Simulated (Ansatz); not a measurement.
Take a crystal in which N has been replaced by As on all its sites, with the cell rescaled by a rough guess (in some cases also distorted within its space group) and nothing relaxed:

```cif
data_structure
_symmetry_space_group_name_H-M 'P 1'
_symmetry_Int_Tables_number 1
_cell_length_a 3.1031
_cell_length_b 3.1031
_cell_length_c 3.1031
_cell_angle_alpha 60.000
_cell_angle_beta 60.000
_cell_angle_gamma 60.000
_cell_volume 21.13
loop_
_atom_site_label
_atom_site_type_symbol
_atom_site_fract_x
_atom_site_fract_y
_atom_site_fract_z
_atom_site_occupancy
As1 As 0.00000 0.00000 0.00000 1
```

Computed with DFT PBE, scalar-relativistic, plane waves, PAW in Ansatz.

Plane waves to 420 eV, a k mesh through Γ of 16×16×16 on the computed 1-atom cell and Gaussian smearing (0.10 eV); no spin polarisation.

**Question.** What pressure does the cell carry?

**Answer.** The pressure is -5.7 GPa (positive in compression), so the cell would contract.

**Question.** Is it a metal on this mesh?

**Answer.** Yes, a band crosses the Fermi level.

This fcc form isn't the element's structure at ambient conditions.